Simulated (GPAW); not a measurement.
Crystal: AlN.

```xyz
4
Lattice="3.1130 0.0000 0.0000 -1.5565 2.6959 0.0000 0.0000 0.0000 4.9810" Properties=species:S:1:pos:R:3 pbc="T T T"
Al    1.5565    0.8986    2.4905
Al    0.0000    1.7973    0.0000
N     1.5565    0.8986    4.3833
N     0.0000    1.7973    1.8928
```

* Program: GPAW 26.7.0
* Task: relaxation of cell and atoms
* Functional: BLYP
* Potentials or basis: PAW data sets generated in the run's folder for this functional
* Cutoff: 800 eV
* Basis: pw
* k mesh: 7 × 7 × 5
* Occupations: fermi-dirac, width 0.05 eV
* Spin: no spin polarisation

At the start: pressure 6.9 GPa; volume 10.45 Å³/atom.

Question: Where does the relaxation end?

Answer: Over 6 steps the energy falls by 9.1 meV/atom and the volume is 10.81 Å³/atom (+3.5 %); space group P6_3mc (No. 186, to 0.05 Å).

Step by step:
```tsv
step	energy change (eV)	largest force (eV/Å)	pressure (GPa)	volume (Å³)
1	0.0000	0.1160	6.88	41.80
2	-0.0094	0.0615	5.82	42.00
3	-0.0343	0.1041	0.87	43.03
4	-0.0357	0.0816	0.29	43.16
5	-0.0365	0.0246	-0.13	43.26
6	-0.0366	0.0045	-0.08	43.25
```

Final structure:
```
Al N
1.0
     3.14558    0.00000    0.00000
    -1.57279    2.72415    0.00000
     0.00000    0.00000    5.04724
Al N
2 2
Direct
  0.66667 0.33333 0.49945
  0.33333 0.66667 0.99945
  0.66667 0.33333 0.88053
  0.33333 0.66667 0.38053
```

Caveat: later steps reuse the first step's grids.
